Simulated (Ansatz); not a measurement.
Au:

```
Au
1.0
     1.41131   -2.55593    0.00000
     1.41131    2.55593    0.00000
     0.00000    0.00000    4.89317
Au
2
Cartesian
  1.4113 0.8451 1.2233
  1.4113 -0.8451 3.6699
```

This isn't the form of Au at room conditions, which is fcc.

Base run:

* Program: Ansatz 0.2.0
* Functional: PBEsol
* Potentials or basis: Ansatz PAW
* Cutoff: 420 eV (not typed: the program's choice for these potentials)
* k mesh: 11 × 11 × 6
* Occupations: fermi-dirac, width 0.05 eV
* Spin: no spin polarisation

Its results: band gap on the k mesh none (metal or under the smearing width); pressure -5.2 GPa; largest force 0.021 eV/Å.

Task: The run is repeated on the same cell with these changes: spin from no spin polarisation to spin-orbit coupling, no magnetisation; potential files from those of the base run to others of the same set. What comes out?

Result: Band gap on the k mesh none (metal or under the smearing width); pressure -6.7 GPa; largest force 0.022 eV/Å.

Caveats: the PAW data sets come from PBE, with cores solved anew for the run's functional, which leaves a small shift of forces and pressure; spin-orbit coupling is left out, which moves the levels of the heavy elements (some runs).
